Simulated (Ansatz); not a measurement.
Base system: InN in the zinc blende structure (space group F-43m, No. 216).

```
CELL_PARAMETERS angstrom
      0.00000     2.52471     2.52471
      2.52471     0.00000     2.52471
      2.52471     2.52471     0.00000
ATOMIC_POSITIONS crystal
  N  0.75000 0.75000 0.75000
  In 0.00000 0.00000 0.00000
```

Cartesian axes are those of the cell as printed.

Computed with PBE in Ansatz (plane waves to 420 eV, PAW, no SOC), earlier PAW set.

For the base:

* **Shortest interatomic distance**: 2.186 Å
* **Pressure**: 0.0 GPa
* **Band gap**: zero

One thing is altered: a pure shear with ε_xy = ε_yx = 0.0130, atoms relaxed at fixed cell.

Q: Estimate the effect on the energy relative to the base.

A: The energy goes up by 2.6 meV/atom.

Q: What happens to the shortest interatomic distance?

A: The shortest interatomic distance shrinks by 0.0049 Å (2.186 Å → 2.182 Å).

Q: Predict the new largest internal atomic displacement.

A: The largest internal atomic displacement is 0.012 Å.

Q: Predict the new pressure.

A: The pressure (mean of the normal stresses, compression positive) stays 0.0 GPa.

Q: What happens to the band gap?

A: The band gap stays zero.

The cells carry an imposed strain or load. Whether these cells are dynamically stable was not tested. All final runs are without spin polarisation. This is not the structure that InN has at room temperature and ambient pressure. A zero or small gap of InN can be the functional's error rather than a property of the material.

Ansatz is a quantum-chemistry and plane-wave program.
